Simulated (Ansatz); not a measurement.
## KTaO3: equation of state with r2SCAN+D4

KTaO3:

```
CELL_PARAMETERS angstrom
3.98830 0.00000 0.00000
0.00000 3.98830 0.00000
0.00000 0.00000 3.98830
ATOMIC_POSITIONS crystal
Ta 0.00000 0.00000 0.00000
K 0.50000 0.50000 0.50000
O 0.00000 0.00000 0.50000
O 0.00000 0.50000 0.00000
O 0.50000 0.00000 0.00000
```

```
Program             : Ansatz 0.2.0
Task                : equation of state
Functional          : r2SCAN
Dispersion          : D4
Potentials or basis : Ansatz PAW
Cutoff              : 500 eV
Density cutoff      : 2000 eV
k mesh              : 7 × 7 × 7
Occupations         : fermi-dirac, width 0.05 eV
Spin                : no spin polarisation
```

```json
{"Equilibrium volume": "12.66 Å³/atom", "Bulk modulus": "211 GPa", "Pressure derivative of the bulk modulus": "4.4"}
```

Energy against volume, from the lowest point:
| volume (Å³/atom) | energy (meV/atom) |
| --- | --- |
| 11.927 | 30.92 |
| 12.180 | 12.69 |
| 12.434 | 2.65 |
| 12.688 | 0.00 |
| 12.942 | 3.96 |
| 13.196 | 13.86 |
| 13.449 | 29.08 |

All runs of the series together: 23 s on 2 threads of Arm Neoverse V1, on a shared host.

Caveat: the PAW data sets were made with another functional, which shifts forces and pressure a little. The run has no spin-orbit coupling, so splittings on Ta are missing.
